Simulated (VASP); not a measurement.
# GaP: NMR shieldings, part 2 of 4

Wanted: the shieldings and field gradients at the nuclei of GaP. The cell is of the zinc-blende type, one of the forms listed for this formula, which need not be the common one. The start is a cell from a database of measured crystal structures.

VASP 6.6.1, plane waves and PAW; the level of theory is named at each step.

So far, gap on the k-mesh (eV): step 2 (ground state) 1.59.

**3. Shielding tensors**

This step: chemical shifts by linear response (GIPAW), PBE; plane waves and PAW (Ga_d, P) (VASP 6.6.1).

LCHIMAG computes the induced currents by linear response. It needs tightly converged orbitals and a cutoff well above the default; LEFG adds the field gradients at no cost.

The input, INCAR:

```
SYSTEM = GaP
PREC = Accurate
ENCUT = 400
EDIFF = 1E-09
NELM = 100
ISMEAR = 0
SIGMA = 0.01
LREAL = .FALSE.
ALGO = Normal
GGA = PE
NBANDS = 15
LWAVE = .FALSE.
LCHARG = .FALSE.
KPAR = 2
LCHIMAG = .TRUE.
LEFG = .TRUE.
DQ = 0.001
ICHIBARE = 1
LNMR_SYM_RED = .TRUE.
```

The input, POSCAR:

```
GaP
1.0
    0.0000000000      2.7252500000      2.7252500000
    2.7252500000      0.0000000000      2.7252500000
    2.7252500000      2.7252500000      0.0000000000
Ga P
1 1
Direct
    0.0000000000      0.0000000000      0.0000000000
    0.7500000000      0.7500000000      0.7500000000
```

The input, KPOINTS:

```
Automatic mesh
0
Gamma
13 13 13
0 0 0
```

The projector-augmented-wave data sets are Ga_d and P (PBE family, release 64).

Launch:

```sh
> mpirun -np 2 vasp_std
```

Log:

```text
[... set-up lines as in an earlier step ...]
 entering main loop
       N       E                     dE             d eps       ncg     rms          rms(c)
DAV:   1     0.713973497519E+02    0.71397E+02   -0.81285E+03  2606   0.150E+03
DAV:   2    -0.414551932320E+01   -0.75543E+02   -0.72247E+02  2919   0.279E+02
DAV:   3    -0.930023299308E+01   -0.51547E+01   -0.51391E+01  3045   0.622E+01
DAV:   4    -0.938388430052E+01   -0.83651E-01   -0.83629E-01  3292   0.867E+00
DAV:   5    -0.938554824753E+01   -0.16639E-02   -0.16637E-02  3157   0.102E+00    0.425E+00
DAV:   6    -0.914069495227E+01    0.24485E+00   -0.39831E-01  3871   0.110E+01    0.281E+00
DAV:   7    -0.911409448870E+01    0.26600E-01   -0.98347E-02  3274   0.218E+00    0.113E+00
DAV:   8    -0.911433830666E+01   -0.24382E-03   -0.13816E-02  3150   0.152E+00    0.183E-01
DAV:   9    -0.911471812215E+01   -0.37982E-03   -0.14062E-03  3171   0.554E-01    0.848E-02
DAV:  10    -0.911478516768E+01   -0.67046E-04   -0.11262E-04  3935   0.115E-01    0.407E-02
DAV:  11    -0.911485530686E+01   -0.70139E-04   -0.98576E-05  2807   0.880E-02    0.514E-03
DAV:  12    -0.911485493015E+01    0.37671E-06   -0.30956E-06  3288   0.247E-02    0.270E-03
DAV:  13    -0.911485527073E+01   -0.34059E-06   -0.96403E-07  3031   0.844E-03    0.190E-03
DAV:  14    -0.911485527097E+01   -0.23920E-09   -0.35675E-08  3340   0.173E-03    0.148E-03
DAV:  15    -0.911485527208E+01   -0.11050E-08   -0.38731E-09  3045   0.425E-04    0.348E-04
DAV:  16    -0.911485526779E+01    0.42828E-08   -0.67864E-10  2205   0.242E-04    0.497E-05
DAV:  17    -0.911485526617E+01    0.16216E-08   -0.16433E-10  1708   0.915E-05    0.237E-05
DAV:  18    -0.911485526727E+01   -0.11005E-08   -0.33774E-11  1603   0.565E-05    0.104E-05
DAV:  19    -0.911485526737E+01   -0.94587E-10   -0.67770E-12  1470   0.253E-05
ion   1
     0.0000000    -0.0000000     0.0000000    -0.0000000    -0.0000000    -0.0000000
     0.0000481    -0.0000000     0.0000000    -0.0000000    -0.0000000    -0.0000000
     0.0000628    -0.0000000     0.0000000    -0.0000000    -0.0000000    -0.0000000
     0.0000820    -0.0000000     0.0000000    -0.0000000    -0.0000000    -0.0000000
     0.0001070    -0.0000000     0.0000000    -0.0000000    -0.0000000    -0.0000000

     0.0000000    -0.0000000     0.0000000    -0.0000000    -0.0000000    -0.0000000
     0.0000481    -0.0000000     0.0000000    -0.0000000    -0.0000000    -0.0000000
     0.0000628    -0.0000000     0.0000000    -0.0000000    -0.0000000    -0.0000000
     0.0000820    -0.0000000     0.0000000    -0.0000000    -0.0000000    -0.0000000
     0.0001070    -0.0000000     0.0000000    -0.0000000    -0.0000000    -0.0000000

ion   2
     0.0000000    -0.0000000    -0.0000000     0.0000000    -0.0000000     0.0000000
     0.0000365    -0.0000000    -0.0000000     0.0000000    -0.0000000     0.0000000
     0.0000503    -0.0000000    -0.0000000     0.0000000    -0.0000000     0.0000000
     0.0000692    -0.0000000    -0.0000000     0.0000000    -0.0000000     0.0000000
     0.0000953    -0.0000000    -0.0000000     0.0000000    -0.0000000     0.0000000

     0.0000000    -0.0000000    -0.0000000     0.0000000    -0.0000000     0.0000000
     0.0000365    -0.0000000    -0.0000000     0.0000000    -0.0000000     0.0000000
     0.0000503    -0.0000000    -0.0000000     0.0000000    -0.0000000     0.0000000
     0.0000692    -0.0000000    -0.0000000     0.0000000    -0.0000000     0.0000000
     0.0000953    -0.0000000    -0.0000000     0.0000000    -0.0000000     0.0000000

   1 F= -.91148553E+01 E0= -.91148553E+01  d E =-.263850E-67
DAV:   1    -0.102227073382E+03   -0.10223E+03    0.00000E+00     0   0.000E+00
DAV:   2    -0.102227073382E+03    0.00000E+00    0.00000E+00     0   0.000E+00
BDIR= 1  IDIR= 2  IQ= -1
DAV:   1    -0.204449121858E+03   -0.20445E+03   -0.15131E-02  3428   0.895E-01
DAV:   2    -0.204449169188E+03   -0.47330E-04   -0.47330E-04  2674   0.159E-01
DAV:   3    -0.204449169759E+03   -0.57122E-06   -0.57125E-06  4246   0.219E-02
DAV:   4    -0.204449169761E+03   -0.15582E-08   -0.15380E-08  2940   0.866E-04
DAV:   5    -0.204449169761E+03   -0.30241E-10   -0.20553E-10  2914   0.105E-04
       N       E                     dE             d eps       ncg     rms
RMM:   1    -0.259520575264E+02   -0.25952E+02   -0.17715E+02  3276   0.150E+02
RMM:   2    -0.341118470613E+02   -0.81598E+01   -0.46730E+01  5302   0.209E+01
RMM:   3    -0.348732066857E+02   -0.76136E+00   -0.19424E+00  5155   0.542E+00
RMM:   4    -0.349483926754E+02   -0.75186E-01   -0.21558E-01  5321   0.142E+00
RMM:   5    -0.349534398219E+02   -0.50471E-02   -0.13679E-02  5280   0.365E-01
RMM:   6    -0.349538620173E+02   -0.42220E-03   -0.99653E-04  5422   0.988E-02
RMM:   7    -0.349538897009E+02   -0.27684E-04   -0.76678E-05  5348   0.272E-02
RMM:   8    -0.349538918641E+02   -0.21632E-05   -0.52164E-06  5378   0.841E-03
RMM:   9    -0.349538920034E+02   -0.13929E-06   -0.48408E-07  5298   0.277E-03
RMM:  10    -0.349538920199E+02   -0.16510E-07   -0.43240E-08  5047   0.969E-04
RMM:  11    -0.349538920212E+02   -0.13053E-08   -0.58322E-09  4602   0.357E-04
RMM:  12    -0.349538920214E+02   -0.17992E-09   -0.70971E-10  3995   0.144E-04
BDIR= 1  IDIR= 2  IQ=  0
DAV:   1    -0.204454150818E+03   -0.20445E+03   -0.21951E-12  1477   0.147E-05
DAV:   2    -0.204454150818E+03    0.36948E-11   -0.17066E-12  1414   0.827E-06
       N       E                     dE             d eps       ncg     rms
RMM:   1    -0.259670700095E+02   -0.25967E+02   -0.17713E+02  3271   0.150E+02
RMM:   2    -0.341739629127E+02   -0.82069E+01   -0.47057E+01  5263   0.207E+01
RMM:   3    -0.349419063009E+02   -0.76794E+00   -0.19551E+00  5131   0.534E+00
RMM:   4    -0.350162394223E+02   -0.74333E-01   -0.21454E-01  5292   0.139E+00
RMM:   5    -0.350212418051E+02   -0.50024E-02   -0.13347E-02  5248   0.354E-01
RMM:   6    -0.350216522599E+02   -0.41045E-03   -0.96593E-04  5381   0.950E-02
RMM:   7    -0.350216788699E+02   -0.26610E-04   -0.73622E-05  5297   0.256E-02
RMM:   8    -0.350216809278E+02   -0.20578E-05   -0.48318E-06  5268   0.786E-03
RMM:   9    -0.350216810732E+02   -0.14540E-06   -0.50105E-07  5117   0.253E-03
RMM:  10    -0.350216810897E+02   -0.16483E-07   -0.36768E-08  4847   0.864E-04
RMM:  11    -0.350216810907E+02   -0.10837E-08   -0.51958E-09  4389   0.320E-04
RMM:  12    -0.350216810909E+02   -0.15156E-09   -0.53973E-10  3724   0.130E-04
BDIR= 1  IDIR= 2  IQ=  1
DAV:   1    -0.204459557741E+03   -0.20446E+03   -0.15129E-02  3435   0.895E-01
DAV:   2    -0.204459605019E+03   -0.47278E-04   -0.47277E-04  2702   0.159E-01
DAV:   3    -0.204459605583E+03   -0.56443E-06   -0.56442E-06  4239   0.219E-02
[...]
RMM:   8    -0.514348172206E+02   -0.45280E-05   -0.13405E-05  5403   0.122E-02
RMM:   9    -0.514348176353E+02   -0.41476E-06   -0.11225E-06  5281   0.383E-03
RMM:  10    -0.514348176753E+02   -0.39926E-07   -0.12313E-07  5214   0.129E-03
RMM:  11    -0.514348176797E+02   -0.44815E-08   -0.13638E-08  4778   0.448E-04
RMM:  12    -0.514348176801E+02   -0.39596E-09   -0.13599E-09  4172   0.167E-04
BDIR= 3  IDIR= 1  IQ=  0
DAV:   1    -0.204454150818E+03   -0.20445E+03   -0.20117E-12  1477   0.147E-05
DAV:   2    -0.204454150818E+03   -0.20293E-10   -0.16359E-12  1414   0.827E-06
       N       E                     dE             d eps       ncg     rms
RMM:   1    -0.294603590812E+02   -0.29460E+02   -0.20471E+02  3038   0.166E+02
RMM:   2    -0.495778917974E+02   -0.20118E+02   -0.12998E+02  5356   0.238E+01
RMM:   3    -0.513388575883E+02   -0.17610E+01   -0.28334E+00  5067   0.560E+00
RMM:   4    -0.514475409151E+02   -0.10868E+00   -0.38316E-01  5329   0.164E+00
RMM:   5    -0.514564115436E+02   -0.88706E-02   -0.15789E-02  5167   0.406E-01
RMM:   6    -0.514569510855E+02   -0.53954E-03   -0.16959E-03  5365   0.128E-01
RMM:   7    -0.514570009108E+02   -0.49825E-04   -0.12775E-04  5301   0.376E-02
RMM:   8    -0.514570055442E+02   -0.46334E-05   -0.13862E-05  5345   0.123E-02
RMM:   9    -0.514570059648E+02   -0.42063E-06   -0.10985E-06  5225   0.387E-03
RMM:  10    -0.514570060026E+02   -0.37826E-07   -0.11323E-07  5126   0.130E-03
RMM:  11    -0.514570060070E+02   -0.43375E-08   -0.13340E-08  4683   0.450E-04
RMM:  12    -0.514570060074E+02   -0.38896E-09   -0.13113E-09  4066   0.168E-04
BDIR= 3  IDIR= 1  IQ=  1
DAV:   1    -0.204476245669E+03   -0.20448E+03   -0.13811E-02  3433   0.897E-01
DAV:   2    -0.204476294915E+03   -0.49246E-04   -0.49246E-04  2583   0.160E-01
DAV:   3    -0.204476295562E+03   -0.64682E-06   -0.64684E-06  4275   0.222E-02
DAV:   4    -0.204476295564E+03   -0.19177E-08   -0.19156E-08  2891   0.898E-04
DAV:   5    -0.204476295564E+03   -0.39279E-10   -0.24751E-10  3047   0.111E-04
       N       E                     dE             d eps       ncg     rms
RMM:   1    -0.294743966207E+02   -0.29474E+02   -0.20443E+02  3046   0.166E+02
RMM:   2    -0.496021112745E+02   -0.20128E+02   -0.13003E+02  5372   0.238E+01
RMM:   3    -0.513586512647E+02   -0.17565E+01   -0.28190E+00  5107   0.560E+00
RMM:   4    -0.514652597338E+02   -0.10661E+00   -0.37781E-01  5347   0.164E+00
RMM:   5    -0.514740261867E+02   -0.87665E-02   -0.15868E-02  5210   0.406E-01
RMM:   6    -0.514745581147E+02   -0.53193E-03   -0.16328E-03  5387   0.127E-01
RMM:   7    -0.514746067974E+02   -0.48683E-04   -0.12541E-04  5329   0.376E-02
RMM:   8    -0.514746114831E+02   -0.46857E-05   -0.14319E-05  5397   0.125E-02
RMM:   9    -0.514746119407E+02   -0.45753E-06   -0.12950E-06  5285   0.396E-03
RMM:  10    -0.514746119818E+02   -0.41129E-07   -0.12113E-07  5201   0.130E-03
RMM:  11    -0.514746119862E+02   -0.44276E-08   -0.13672E-08  4780   0.451E-04
RMM:  12    -0.514746119866E+02   -0.40208E-09   -0.13604E-09  4167   0.169E-04
BDIR= 3  IDIR= 2  IQ= -1
DAV:   1    -0.204449121858E+03   -0.20445E+03   -0.15131E-02  3428   0.895E-01
DAV:   2    -0.204449169188E+03   -0.47330E-04   -0.47330E-04  2674   0.159E-01
DAV:   3    -0.204449169759E+03   -0.57126E-06   -0.57125E-06  4246   0.219E-02
DAV:   4    -0.204449169761E+03   -0.15030E-08   -0.15380E-08  2940   0.866E-04
DAV:   5    -0.204449169761E+03   -0.45247E-10   -0.20536E-10  2914   0.105E-04
       N       E                     dE             d eps       ncg     rms
RMM:   1    -0.288756969471E+02   -0.28876E+02   -0.20010E+02  3003   0.168E+02
RMM:   2    -0.476247434080E+02   -0.18749E+02   -0.11969E+02  5357   0.244E+01
RMM:   3    -0.491617509044E+02   -0.15370E+01   -0.25307E+00  5096   0.580E+00
RMM:   4    -0.492543620547E+02   -0.92611E-01   -0.35039E-01  5319   0.167E+00
RMM:   5    -0.492623004564E+02   -0.79384E-02   -0.15143E-02  5210   0.408E-01
RMM:   6    -0.492627777671E+02   -0.47731E-03   -0.14494E-03  5380   0.124E-01
RMM:   7    -0.492628198364E+02   -0.42069E-04   -0.10152E-04  5334   0.357E-02
RMM:   8    -0.492628237123E+02   -0.38759E-05   -0.13218E-05  5425   0.119E-02
RMM:   9    -0.492628240885E+02   -0.37621E-06   -0.89380E-07  5271   0.361E-03
RMM:  10    -0.492628241228E+02   -0.34300E-07   -0.12319E-07  5198   0.127E-03
RMM:  11    -0.492628241270E+02   -0.42097E-08   -0.11992E-08  4757   0.448E-04
RMM:  12    -0.492628241274E+02   -0.36631E-09   -0.12897E-09  4160   0.170E-04
BDIR= 3  IDIR= 2  IQ=  0
DAV:   1    -0.204454150818E+03   -0.20445E+03   -0.20539E-12  1477   0.147E-05
DAV:   2    -0.204454150818E+03    0.14779E-11   -0.16407E-12  1414   0.827E-06
       N       E                     dE             d eps       ncg     rms
RMM:   1    -0.288364376752E+02   -0.28836E+02   -0.20052E+02  2992   0.168E+02
RMM:   2    -0.474339223168E+02   -0.18597E+02   -0.11852E+02  5337   0.243E+01
RMM:   3    -0.489652703639E+02   -0.15313E+01   -0.25573E+00  5056   0.581E+00
RMM:   4    -0.490587935553E+02   -0.93523E-01   -0.35089E-01  5303   0.167E+00
RMM:   5    -0.490667556637E+02   -0.79621E-02   -0.14967E-02  5164   0.406E-01
RMM:   6    -0.490672359401E+02   -0.48028E-03   -0.14835E-03  5336   0.124E-01
RMM:   7    -0.490672788783E+02   -0.42938E-04   -0.10264E-04  5277   0.353E-02
RMM:   8    -0.490672828719E+02   -0.39936E-05   -0.13390E-05  5336   0.117E-02
RMM:   9    -0.490672832513E+02   -0.37941E-06   -0.87040E-07  5167   0.356E-03
RMM:  10    -0.490672832839E+02   -0.32634E-07   -0.11444E-07  5070   0.126E-03
RMM:  11    -0.490672832880E+02   -0.41195E-08   -0.11479E-08  4623   0.444E-04
RMM:  12    -0.490672832884E+02   -0.34792E-09   -0.12270E-09  4019   0.168E-04
BDIR= 3  IDIR= 2  IQ=  1
DAV:   1    -0.204459557741E+03   -0.20446E+03   -0.15129E-02  3435   0.895E-01
DAV:   2    -0.204459605019E+03   -0.47277E-04   -0.47277E-04  2702   0.159E-01
DAV:   3    -0.204459605583E+03   -0.56443E-06   -0.56442E-06  4239   0.219E-02
DAV:   4    -0.204459605585E+03   -0.15069E-08   -0.15184E-08  2947   0.865E-04
DAV:   5    -0.204459605585E+03   -0.26830E-10   -0.18687E-10  2907   0.104E-04
       N       E                     dE             d eps       ncg     rms
RMM:   1    -0.287954053351E+02   -0.28795E+02   -0.20092E+02  2997   0.168E+02
RMM:   2    -0.472533028648E+02   -0.18458E+02   -0.11748E+02  5357   0.243E+01
RMM:   3    -0.487714013892E+02   -0.15181E+01   -0.25846E+00  5097   0.581E+00
RMM:   4    -0.488616447319E+02   -0.90243E-01   -0.34311E-01  5328   0.167E+00
RMM:   5    -0.488694195863E+02   -0.77749E-02   -0.14865E-02  5220   0.405E-01
RMM:   6    -0.488698987844E+02   -0.47920E-03   -0.14709E-03  5380   0.123E-01
RMM:   7    -0.488699423406E+02   -0.43556E-04   -0.10351E-04  5331   0.353E-02
RMM:   8    -0.488699463546E+02   -0.40140E-05   -0.12964E-05  5418   0.117E-02
RMM:   9    -0.488699467323E+02   -0.37773E-06   -0.91597E-07  5267   0.357E-03
RMM:  10    -0.488699467676E+02   -0.35344E-07   -0.12741E-07  5211   0.126E-03
RMM:  11    -0.488699467719E+02   -0.42574E-08   -0.11501E-08  4754   0.438E-04
RMM:  12    -0.488699467722E+02   -0.34722E-09   -0.12483E-09  4141   0.166E-04
       N       E                     dE             d eps       ncg     rms
RLQ:   1    -0.257945460286E+01   -0.25795E+01   -0.61462E+01  3593   0.741E+01
RLQ:   2    -0.259941924867E+01   -0.19965E-01   -0.92624E-02  5061   0.171E+00
RLQ:   3    -0.260153235523E+01   -0.21131E-02   -0.63943E-03  5044   0.522E-01
RLQ:   4    -0.260173424410E+01   -0.20189E-03   -0.10556E-03  5134   0.171E-01
RLQ:   5    -0.260175585750E+01   -0.21613E-04   -0.12433E-04  5212   0.636E-02
RLQ:   6    -0.260175902872E+01   -0.31712E-05   -0.16066E-05  4999   0.180E-02
RLQ:   7    -0.260175932976E+01   -0.30105E-06   -0.20792E-06  4897   0.684E-03
RLQ:   8    -0.260175938532E+01   -0.55557E-07   -0.28960E-07  4437   0.213E-03
RLQ:   9    -0.260175939070E+01   -0.53860E-08   -0.40594E-08  3951   0.843E-04
RLQ:  10    -0.260175939185E+01   -0.11470E-08   -0.63788E-09  3283   0.307E-04
RLQ:  11    -0.260175939197E+01   -0.11447E-09   -0.87298E-10  3004   0.141E-04
```

It took 10 min on 2 MPI ranks of Intel Xeon 6975P-C (Granite Rapids), shared host; peak memory 0.64 GiB; 21 min of CPU time.

OUTCAR, selected parts (step 3):

```text
The static configuration has the point symmetry T_d .

 Found     84 irreducible k-points:

   k-points           NKPTS =     84   k-points in BZ     NKDIM =     84   number of bands    NBANDS=     15

   NELECT =      18.0000    total number of electrons

  Total        0.5772080      0.5772080      0.5772080      0.0000000      0.0000000     -0.0000000
  in kB       22.8451447     22.8451447     22.8451447      0.0000000      0.0000000     -0.0000000
  external PRESSURE =      22.8451447 kB  Pullay stress =       0.0000000 kB

 Electric field gradients after diagonalization (V/A^2)
 (convention: |V_zz| > |V_xx| > |V_yy|)
----------------------------------------------------------------------
 ion       V_xx      V_yy      V_zz     asymmetry (V_yy - V_xx)/ V_zz
----------------------------------------------------------------------
   1      -0.002    -0.002     0.004       0.000
   2      -0.000    -0.000     0.000       0.000
----------------------------------------------------------------------

  ORBITAL MAGNETIC SUSCEPTIBILITY, excluding core contribution
 -------------------------------------------------------------
  Approximate magnetic susceptibility, pGv (10^-6 cm^3/mole)
     1        -28.347992         -0.000000         -0.000000
     2          0.000000        -28.347992         -0.000000
     3          0.000000          0.000000        -28.347992
 -------------------------------------------------------------
  Approximate magnetic susceptibility, vGv (10^-6 cm^3/mole)
     1        -23.349834          0.000000          0.000000
     2          0.000000        -23.349834          0.000000
     3         -0.000000          0.000000        -23.349834

  CSA tensor (J. Mason, Solid State Nucl. Magn. Reson. 2, 285 (1993))
  for chemical shielding  (including the isotropic core contribution)

  BDIR labels direction of applied magnetic field (i.e. B0)
  For BDIR==1, B0 along x-axis, etc.
  Induced field listed along cartesian directions for each BDIR
 ------------------------------------------------------------------------------------------
                 EXCLUDING G=0 CONTRIBUTION              INCLUDING G=0 CONTRIBUTION
 ------------------------------------------------------------------------------------------
  ion  BDIR            X           Y           Z                X           Y           Z
          (   iso_shield        span        skew ) (   iso_shield        span        skew )
 ------------------------------------------------------------------------------------------
    1     1    1378.4932      0.0000     -0.0000        1390.1551      0.0000     -0.0000
          2      -0.0000   1378.4932      0.0000          -0.0000   1390.1551      0.0000
          3       0.0000      0.0000   1378.4932           0.0000     -0.0000   1390.1551
          (    1378.4932      0.0000      0.0000 ) (    1390.1551      0.0000      0.0000 )

    2     1     360.9119     -0.0000     -0.0000         372.5737     -0.0000     -0.0000
          2       0.0000    360.9119     -0.0000           0.0000    372.5737     -0.0000
          3      -0.0000     -0.0000    360.9119          -0.0000     -0.0000    372.5737
          (     360.9119      0.0000      0.0000 ) (     372.5737      0.0000      0.0000 )
 ------------------------------------------------------------------------------------------

[... 7 parts as in an earlier step ...]

[... 2 further parts left out ...]
```

This step gave:

```yaml
free_energy_toten: -9.115 eV
fermi_energy: 4.771 eV
pressure: 2.285 GPa
gap_on_the_k_mesh: 1.612 eV
least_direct_gap_on_the_k_mesh: 1.824 eV
```

Valence and core; the G = 0 term is that of a spherical sample. NMR shielding, by row:

```csv
atom,isotropic shielding (ppm),span (ppm),skew,isotropic shielding without the G = 0 term (ppm)
Ga1,1390,0,-,1378
P2,372.6,0,-,360.9
```

Ordered as |Vzz| ≥ |Vxx| ≥ |Vyy|, the program's way. Electric field gradients, by row:

```csv
atom,Vxx (V/Å²),Vyy (V/Å²),Vzz (V/Å²),asymmetry
Ga1,-0.002,-0.002,0.004,-
P2,0,0,0,-
```

(Continued in part 3 of 4.)

[Lines on the potential files, build, host, timing and source positions are cut from VASP's logs without a mark.]

[Logs are printed without paths, hosts, clocks, repeated set-up lines and the standing remarks that a program may print on its own settings, such as how far it seeks lower states.]

[Hosts, paths, dates, database ids (printed as entryN), source tags and the programs' standing remarks are cut or masked in the printed files.]
